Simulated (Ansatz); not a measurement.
# NaF: changes ranked by their effect on the gap on the k mesh

```yaml
crystal:
  lattice:
    - [0.00000, 2.32330, 2.32330]
    - [2.32330, 0.00000, 2.32330]
    - [2.32330, 2.32330, 0.00000]
  atoms:
    - { symbol: Na, position: [0.00000, 0.00000, 0.00000] }
    - { symbol: F, position: [0.50000, 0.50000, 0.50000] }
```

Atoms are numbered in the order listed.

The structure is an experimental refinement, used without relaxation.

All numbers below come from DFT, PBE, all-electron LAPW, scalar-relativistic in Ansatz 0.2.0.

Settings: a Γ-centred 10×10×10 k mesh, Fermi–Dirac smearing of 0.02 eV, basis error target 0.5 meV/atom, no spin polarisation.

Semilocal functionals give too small gaps.

In this reference run the gap on the k mesh is 6.27 eV. Each change below is made alone, on the same k mesh, with fractional coordinates held unless an atom is moved; x, y and z are the Cartesian axes.

One change shifts the gap on the k mesh by -0.02 eV. Which?
A. volume scaled by 0.97
B. x and y strained by -4 %, z held
C. functional lda
D. xy engineering shear strain of -1.5 %
E. volume scaled by 1.06
F. functional pbesol

D. The others give: x and y strained by -4 %, z held, +0.45 eV; functional pbesol, -0.14 eV; volume scaled by 1.06, -0.30 eV; volume scaled by 0.97, +0.17 eV; functional lda, -0.34 eV.
